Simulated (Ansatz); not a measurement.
# Mg: how the settings move a single-point run

Question: which choices in the input matter for Mg?

Computed with Ansatz 0.2.0 (reference: DFT, PBE, PAW with Ansatz's default frozen-core files, scalar-relativistic, unless a step's input says otherwise).

## (1) The starting structure

The structure is orthorhombic, space group Fmmm (No. 69). Conventional cell: a = 2.953 Å, b = 4.134 Å, c = 4.218 Å, α = 90.00°, β = 90.00°, γ = 90.00°. Around Mg (site symmetry mmm) lie 8 Mg at 2.54 to 2.57 Å.

Structure file:

```xyz
1
Lattice="-1.4617 1.4617 1.4765 1.4617 -1.4617 1.4765 1.4913 1.4913 -1.4765" Properties=species:S:1:pos:R:3 pbc="T T T"
Mg    0.0000    0.0000    0.0000
```

## (2) The reference run

input.yaml reads:

```yaml
crystal:
  lattice:
    - [-1.461735, 1.461735, 1.4765]
    - [1.461735, -1.461735, 1.4765]
    - [1.491265, 1.491265, -1.4765]
  atoms:
    - { symbol: Mg, position: [0.0, 0.0, 0.0] }
kpoints:
  mp_grid: { grid: [19, 19, 19] }
scf:
  occupations: { method: fermi_dirac, width: 0.03 }
hamiltonian:
  xc: pbe
  pseudopotentials: { kind: paw }
output:
  forces: true
  stress: true
  eigenvalues: true
  efg: { contact_densities: true }
```

On the command line:

```bash
$ ansatz run input.yaml --threads 1 --pin off --max-ram 2048MiB --backend cpu --events-out ev --progress --plain --runs-dir out
```

## (3) Changed: mp_grid.grid [13, 13, 13], dr2_threshold 1.0e-06

input.yaml, as its differences from that of step 2:

```diff
@@ -8,5 +8,6 @@
 kpoints:
-  mp_grid: { grid: [19, 19, 19] }
+  mp_grid: { grid: [13, 13, 13] }
 scf:
   occupations: { method: fermi_dirac, width: 0.03 }
+  convergence: { dr2_threshold: 1.0e-06 }
 hamiltonian:
```

**Question.** What will these runs give? Wanted: for each run, ending; energy change; pressure; gap; force.

The runs gave:

```tsv
run	ending	energy change	pressure (GPa)	gap (eV)	force (eV/Å)	cycles	time
reference	converged	0	62.7	0.00	0.00	6	3.4 s
1: mp_grid.grid [13, 13, 13], dr2_threshold 1.0e-06	converged	+4.8 meV/atom	62.6	0.00	0.00	6	1.5 s
```

Residual by cycle in the longest SCF loop of each run; runs are numbered as in the table. The quantity is the density residual dr2, in eV.

```tsv
cycle	reference	run 1
1	1.6e-4	1.3e-4
2	2.5e-5	2.0e-5
3	1.2e-6	1.0e-6
4	1.6e-8	1.5e-8
5	4.3e-9	3.3e-9
6	4.2e-10	3.2e-10
```

**Reading.** Changing the k-point mesh and convergence setting moves the energy by +4.8 meV/atom. Sampling errors of the energy have no fixed sign. The other settings changed steer the path, not the converged energy, so the shift is the mesh's. Cost: 1.5 s against 3.4 s. The structure is not at rest: the sound run finds 63 GPa, so these are no properties of the relaxed crystal. 
